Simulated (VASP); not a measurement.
## Results of a VASP single-point calculation on ZnSe (zincblende)

POSCAR

```
Zn Se
 1.0000000000000000
    -0.0000000000000000    2.8324206848428668    2.8324206848428668
     2.8324206848428668    0.0000000000000000    2.8324206848428668
     2.8324206848428668    2.8324206848428668    0.0000000000000000
 Zn  Se
   1   1
Cartesian
  0.0000000000000000  0.0000000000000000 -0.0000000000000000
  1.4162103424214334  1.4162103424214334  1.4162103424214334
```

* gap between bands v and c: 1.30 eV
* least direct gap: 1.30 eV

Band v is the last that the valence electrons fill when counted band by band, and c is the next. Levels in eV from the top of v:

```json
{"point": "Γ", "v−1": "0.00", "v": "0.00", "c": "1.30", "c+1": "5.80"}
{"point": "X", "v−1": "-2.19", "v": "-2.19", "c": "2.98", "c+1": "3.46"}
{"point": "K", "v−1": "-3.09", "v": "-1.80", "c": "3.58", "c+1": "5.60"}
{"point": "L", "v−1": "-0.87", "v": "-0.87", "c": "2.55", "c+1": "6.38"}
{"point": "W", "v−1": "-2.77", "v": "-2.67", "c": "5.48", "c+1": "5.56"}
```

Problem. Which of these levels of theory gave these results?
A. PBE
B. HSE06
C. r²SCAN
D. PBE0
E. PBE with spin–orbit coupling
F. LDA
G. PBEsol

Solution. A.

The INCAR was:

```
NELM = 120
LREAL = .FALSE.
ISIF = 2
IBRION = -1
ENCUT = 520
SIGMA = 0.02
LWAVE = .FALSE.
PREC = Accurate
LASPH = .TRUE.
LCHARG = .FALSE.
EDIFF = 1E-7
GGA = PE
NSW = 0
NBANDS = 16
ISMEAR = -1
```
